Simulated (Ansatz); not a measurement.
Born–Oppenheimer molecular dynamics of a periodic cell of 49 atoms, Si16O33 (host SiO2, host structure C2/c, interstitial O). It starts from a partly relaxed structure (largest force component 0.07 eV/Å).

The calculation used DFT PBE, scalar-relativistic, plane waves, PAW in Ansatz. Settings: PAW set soft_1, cutoff 420 eV, k mesh 1x1x2, fermi-dirac smearing 0.02 eV, spin collinear.

```json
{
 "ensemble": "NVT, Langevin thermostat",
 "time step": "1 fs",
 "steps asked": "160",
 "set temperature": "900 K",
 "friction": "0.05 /fs",
 "seed": "723309"
}
```

Frames 5 fs apart, positions in Å, forces in eV/Å.

Velocities at 90 fs (Å/ps):

```
Si 7.39 9.00 3.25
Si -3.15 5.58 1.62
Si 1.07 1.38 -1.00
Si -0.44 4.79 -1.85
Si -1.74 -3.74 2.61
Si 2.32 2.90 -5.83
Si 8.61 -3.19 1.59
Si -11.14 -1.95 3.60
O 3.19 4.21 -4.39
O -11.07 7.21 -4.81
O -0.93 2.89 9.19
O 2.00 6.80 1.11
O -1.76 -9.42 -5.10
O -9.68 0.46 1.50
O -3.74 -15.83 -4.22
O -0.93 -10.98 -0.71
O -14.72 5.15 5.15
O 0.85 -9.72 -4.63
O -0.45 1.09 -3.77
O 8.33 3.43 -1.28
O 1.23 4.42 4.50
O -2.58 -4.54 3.12
O -1.66 2.88 7.48
O 2.68 3.02 1.92
Si -3.38 -0.23 3.39
Si -10.97 -3.14 2.17
Si -1.70 -7.36 6.64
Si 5.57 0.56 -4.94
Si 5.57 5.36 -2.40
Si -1.93 -4.63 7.90
Si 3.71 -2.06 3.46
Si 0.83 8.47 -1.53
O -6.35 -6.81 -8.65
O 9.14 -11.71 9.99
O -5.79 -3.20 9.72
O 10.04 5.95 -2.25
O -1.71 5.47 -3.00
O -0.22 -3.87 0.51
O 13.20 11.38 5.71
O 10.97 -2.54 -18.09
O 3.49 -4.44 -9.46
O 5.36 9.34 3.77
O 4.11 -11.01 -1.91
O 3.23 -2.38 -1.94
O 12.80 -6.75 7.29
O 5.70 -1.54 4.68
O -11.53 10.53 -10.76
O -5.35 5.40 2.45
O -15.33 2.30 4.74
```

```xyz
49
Lattice="0.1587 6.0993 6.0924 0.1587 -6.0993 6.0924 6.9520 0.0000 0.0000" Properties=species:S:1:pos:R:3:forces:R:3 time_fs=90 energy_less_start_eV=5.371 T=864
Si 4.743 -4.412 6.464 0.27 1.30 0.75
Si 0.763 1.784 2.679 2.40 1.41 -1.58
Si 6.059 -1.569 5.851 -1.64 1.38 0.09
Si 2.696 -1.515 3.231 -0.12 -3.09 1.15
Si 3.840 1.125 3.184 -4.46 1.32 1.17
Si 5.287 1.259 5.801 0.66 4.38 -0.53
Si 6.779 -0.870 2.916 -1.46 -1.62 -0.95
Si 5.577 4.884 6.427 -1.76 -0.54 -1.98
O 1.683 2.979 6.001 3.42 5.77 -1.38
O 0.426 3.319 2.821 -1.79 2.15 1.61
O 1.108 -4.293 4.500 0.72 0.06 1.88
O 3.059 -1.815 7.313 -1.05 -0.09 -0.52
O 6.845 1.445 5.550 0.64 0.22 0.04
O 2.066 1.410 3.447 4.73 -0.72 0.68
O 3.951 4.561 6.545 -0.69 1.24 0.18
O 1.329 -1.062 2.537 2.88 -0.53 -0.50
O 4.411 1.915 1.960 -0.81 -0.07 -0.56
O 1.308 -4.378 7.199 -0.20 0.25 -1.13
O 6.462 -1.600 4.295 -0.36 0.49 -0.67
O 2.460 -1.907 4.819 -0.23 0.41 -0.12
O 6.620 0.727 2.939 -3.24 -1.88 0.48
O 5.731 -5.655 6.368 1.17 -1.95 -0.73
O 3.896 -0.466 3.114 0.83 -0.59 -0.55
O 5.134 -0.186 6.165 -0.38 -7.67 1.14
Si 1.238 1.625 6.457 -1.45 -3.85 -1.32
Si 4.526 2.096 8.502 -3.07 -1.44 -0.56
Si 2.615 4.291 5.644 -0.17 -0.37 -0.50
Si 6.444 -1.757 9.585 -1.65 -0.05 -0.59
Si 0.240 1.307 9.500 1.29 0.04 -3.34
Si 1.811 -4.989 5.835 -0.44 -1.75 -1.29
Si 3.590 -1.220 8.788 -0.75 1.97 0.49
Si 1.969 -1.210 6.199 3.00 0.34 0.08
O 5.414 -2.993 6.105 -0.32 -0.54 -0.58
O 3.129 -2.991 2.646 0.45 1.09 1.01
O 4.565 1.634 4.459 -0.44 0.87 -0.29
O 6.288 4.291 7.750 -0.13 1.55 0.82
O 3.415 -4.798 5.686 -0.56 0.34 -0.57
O 5.808 2.133 9.441 0.05 0.45 0.51
O 0.468 -1.347 6.637 -0.98 -0.92 1.02
O 5.095 -1.733 8.608 3.39 -0.14 0.33
O 0.941 1.596 7.966 -2.02 0.05 4.67
O 4.591 2.235 6.886 1.27 -0.96 0.60
O 3.308 -2.016 10.203 -0.82 0.47 0.37
O 5.838 4.021 5.018 0.86 0.36 1.51
O 3.875 0.555 8.829 0.66 -0.58 0.12
O 2.170 0.369 6.013 0.92 0.84 0.07
O -0.123 -0.208 9.818 0.30 -0.11 -0.80
O 1.529 5.530 5.786 0.76 1.38 0.05
O 2.021 -0.427 8.688 0.32 -0.65 0.21
49
Lattice="0.1587 6.0993 6.0924 0.1587 -6.0993 6.0924 6.9520 0.0000 0.0000" Properties=species:S:1:pos:R:3:forces:R:3 time_fs=95 energy_less_start_eV=4.955 T=876
Si 4.767 -4.357 6.477 -1.66 -2.77 1.03
Si 0.745 1.799 2.692 2.05 1.22 -2.55
Si 6.066 -1.567 5.833 -0.48 1.11 1.45
Si 2.685 -1.496 3.225 1.01 -4.88 2.12
Si 3.798 1.104 3.196 -3.71 2.88 1.78
Si 5.306 1.278 5.771 -0.70 2.40 2.05
Si 6.809 -0.872 2.922 -2.47 -0.78 -1.40
Si 5.523 4.888 6.429 -0.29 -1.16 -1.60
O 1.716 3.013 5.975 0.73 1.07 0.18
O 0.372 3.346 2.785 -0.38 0.35 1.24
O 1.112 -4.272 4.552 -0.35 -0.41 0.16
O 3.068 -1.788 7.328 -0.98 -0.14 -0.56
O 6.841 1.419 5.512 2.12 0.61 0.17
O 2.061 1.416 3.446 3.82 -0.76 0.68
O 3.922 4.492 6.523 0.15 1.80 1.02
O 1.338 -1.097 2.534 2.83 -0.13 -1.03
O 4.322 1.949 1.991 -0.08 -0.22 -1.60
O 1.322 -4.407 7.176 -1.19 1.11 2.12
O 6.460 -1.598 4.277 -0.29 0.23 0.25
O 2.478 -1.888 4.822 -0.36 0.62 -0.26
O 6.580 0.727 2.950 -2.02 -1.30 0.28
O 5.741 -5.685 6.373 -0.13 -0.04 -0.34
O 3.882 -0.460 3.142 1.10 -1.26 -0.92
O 5.134 -0.199 6.180 0.07 -5.60 0.49
Si 1.214 1.624 6.455 0.01 -2.08 -2.54
Si 4.470 2.080 8.501 1.00 -2.95 0.51
Si 2.596 4.270 5.665 0.08 1.67 -2.53
Si 6.434 -1.742 9.556 -1.35 1.46 0.78
Si 0.266 1.324 9.469 1.20 1.48 -1.34
Si 1.804 -5.027 5.855 1.15 -0.47 -2.87
Si 3.594 -1.223 8.798 0.36 1.91 0.32
Si 1.993 -1.182 6.202 3.67 -0.30 -0.15
O 5.389 -3.023 6.050 1.49 2.75 -0.98
O 3.168 -3.041 2.719 -2.20 3.94 1.38
O 4.510 1.626 4.505 -1.34 0.82 -2.11
O 6.326 4.345 7.757 -1.14 1.08 -0.28
O 3.425 -4.775 5.663 -0.20 0.21 0.25
O 5.805 2.112 9.445 -0.48 0.87 -0.33
O 0.525 -1.329 6.674 -3.89 -1.37 -0.18
O 5.174 -1.730 8.537 0.14 0.35 0.44
O 0.942 1.583 7.962 -1.55 0.59 3.79
O 4.617 2.258 6.914 1.72 -1.69 -0.72
O 3.304 -2.057 10.188 -0.68 0.89 0.65
O 5.870 4.006 5.015 0.61 0.84 1.31
O 3.941 0.535 8.869 -0.38 -1.41 -0.07
O 2.210 0.385 6.026 0.37 1.94 0.07
O -0.180 -0.138 9.774 0.08 -2.79 -0.31
O 1.519 5.563 5.796 1.18 -0.88 -0.15
O 1.954 -0.434 8.718 1.34 -0.78 0.33
49
Lattice="0.1587 6.0993 6.0924 0.1587 -6.0993 6.0924 6.9520 0.0000 0.0000" Properties=species:S:1:pos:R:3:forces:R:3 time_fs=100 energy_less_start_eV=4.499 T=1062
Si 4.773 -4.321 6.503 -0.71 -2.76 0.48
Si 0.744 1.816 2.680 0.66 -0.15 -1.91
Si 6.087 -1.565 5.819 0.60 1.23 1.70
Si 2.696 -1.506 3.234 0.78 -4.17 1.66
Si 3.705 1.115 3.209 -1.50 1.31 1.22
Si 5.331 1.316 5.772 -2.75 -1.78 1.06
Si 6.810 -0.850 2.913 -1.05 -1.85 -0.94
Si 5.462 4.897 6.409 1.24 -1.05 -0.38
O 1.755 3.047 5.970 -1.85 -3.00 1.46
O 0.332 3.365 2.746 -0.12 -0.39 1.84
O 1.150 -4.276 4.605 -1.53 -0.74 -1.73
O 3.055 -1.773 7.352 -0.46 -0.50 -0.68
O 6.853 1.438 5.465 2.07 0.62 0.19
O 2.099 1.435 3.459 0.26 -0.23 0.19
O 3.899 4.473 6.516 -0.19 1.51 0.79
O 1.360 -1.129 2.505 1.57 0.39 -0.69
O 4.229 1.966 1.998 0.37 -0.16 -1.86
O 1.347 -4.408 7.163 -1.34 1.13 3.34
O 6.481 -1.588 4.269 0.01 0.18 0.23
O 2.482 -1.847 4.808 -0.58 0.44 0.99
O 6.497 0.693 2.971 0.78 2.44 -0.31
O 5.738 -5.708 6.351 -0.59 1.45 -0.12
O 3.884 -0.472 3.163 1.06 0.08 -1.13
O 5.156 -0.272 6.231 0.15 -0.30 -0.77
Si 1.173 1.641 6.441 1.85 -1.52 -0.61
Si 4.438 2.046 8.501 1.44 -1.75 1.12
Si 2.572 4.265 5.647 1.78 3.94 -3.01
Si 6.376 -1.708 9.553 1.19 0.81 0.84
Si 0.293 1.337 9.423 -0.17 1.57 3.07
Si 1.838 -5.064 5.869 2.06 1.12 -3.42
Si 3.600 -1.220 8.800 1.20 2.31 -0.36
Si 2.029 -1.180 6.211 1.81 0.77 -0.21
O 5.421 -2.994 6.014 0.56 0.55 -0.16
O 3.174 -3.031 2.788 -1.25 2.31 0.27
O 4.468 1.605 4.495 -0.08 0.77 -0.15
O 6.319 4.440 7.776 -2.15 -0.22 -2.05
O 3.490 -4.755 5.629 -1.71 -0.20 0.40
O 5.795 2.113 9.430 0.08 0.81 -0.45
O 0.540 -1.343 6.724 -2.55 -0.95 -1.37
O 5.251 -1.718 8.466 -3.24 0.46 0.23
O 0.935 1.564 8.017 0.27 1.43 -1.87
O 4.655 2.238 6.915 1.17 -0.92 0.03
O 3.280 -2.053 10.155 -0.32 0.59 1.32
O 5.914 4.015 5.020 0.01 0.72 1.41
O 3.986 0.527 8.898 -1.14 -2.26 -0.18
O 2.253 0.432 6.050 -0.55 1.19 0.37
O -0.215 -0.111 9.724 0.25 -2.64 0.13
O 1.533 5.575 5.804 1.08 -2.15 -0.32
O 1.907 -0.481 8.723 1.53 -0.46 0.35
49
Lattice="0.1587 6.0993 6.0924 0.1587 -6.0993 6.0924 6.9520 0.0000 0.0000" Properties=species:S:1:pos:R:3:forces:R:3 time_fs=105 energy_less_start_eV=5.576 T=817
Si 4.771 -4.298 6.539 0.64 -1.50 -1.28
Si 0.758 1.833 2.649 -0.65 -0.15 -0.46
Si 6.118 -1.560 5.829 1.41 1.67 0.90
Si 2.713 -1.518 3.248 0.65 -2.19 1.25
Si 3.625 1.144 3.220 2.03 -0.88 -0.78
Si 5.335 1.322 5.773 -2.39 -3.84 -1.71
Si 6.791 -0.843 2.912 0.95 -1.74 -1.24
Si 5.418 4.904 6.381 1.72 -0.31 0.53
O 1.788 3.020 5.973 -1.70 -2.31 1.28
O 0.271 3.395 2.733 0.64 -1.74 2.03
O 1.157 -4.263 4.652 -1.59 -1.20 -2.29
O 3.028 -1.805 7.398 -0.57 -0.29 -1.53
O 6.879 1.451 5.451 -0.35 0.26 -0.48
O 2.134 1.445 3.490 -4.39 0.78 0.07
O 3.874 4.477 6.495 -0.47 1.00 0.48
O 1.398 -1.142 2.484 -0.82 0.89 -0.30
O 4.159 1.998 1.982 0.22 -0.27 -1.02
O 1.372 -4.404 7.184 -0.33 0.08 1.00
O 6.479 -1.564 4.263 0.19 -0.02 0.69
O 2.465 -1.795 4.817 -0.32 0.13 1.06
O 6.431 0.679 2.969 2.35 4.11 -0.50
O 5.723 -5.712 6.348 -0.79 2.24 -0.25
O 3.895 -0.470 3.135 0.50 1.03 -0.95
O 5.181 -0.326 6.268 -0.45 2.40 -1.24
Si 1.144 1.647 6.416 3.16 -1.39 1.75
Si 4.442 2.001 8.488 -0.03 0.40 2.38
Si 2.539 4.271 5.613 2.43 3.14 -2.34
Si 6.315 -1.668 9.571 2.15 -0.55 -0.52
Si 0.336 1.369 9.399 -2.94 -0.47 7.21
Si 1.901 -5.109 5.854 0.59 3.15 -1.51
Si 3.616 -1.202 8.795 1.41 2.39 -0.80
Si 2.058 -1.164 6.217 0.32 1.49 1.00
O 5.477 -2.959 5.951 -1.61 -3.54 1.21
O 3.152 -2.991 2.829 1.49 -1.82 -1.28
O 4.450 1.594 4.447 1.83 1.07 2.86
O 6.270 4.542 7.773 -2.14 -1.62 -2.71
O 3.515 -4.765 5.612 -1.38 -0.05 0.48
O 5.797 2.113 9.412 0.50 0.76 -0.48
O 0.538 -1.359 6.746 -0.65 -0.39 -1.92
O 5.276 -1.698 8.407 -4.27 0.29 0.66
O 0.935 1.556 8.054 2.04 1.90 -6.40
O 4.712 2.194 6.906 0.03 0.53 1.42
O 3.257 -2.017 10.132 -0.15 0.06 1.87
O 5.940 4.048 5.021 -0.49 0.14 2.01
O 4.016 0.502 8.926 -1.49 -1.95 -0.41
O 2.276 0.497 6.097 -0.44 -0.66 0.33
O -0.238 -0.130 9.681 1.33 0.78 0.27
O 1.544 5.556 5.846 0.43 -1.90 -0.61
O 1.863 -0.556 8.726 1.33 0.07 0.22
```

Of the whole run (160 fs, mean temperature of the second half 859 K): A run of 0.16 ps of so small a system gives no equilibrium averages. Limits of this set-up: coarse k mesh, a small cell, in which the defect meets its images.

The run took 21 min on 2 threads of Intel(R) Xeon(R) 6975P-C (Granite Rapids) (shared host), peak memory 1.3 GiB.
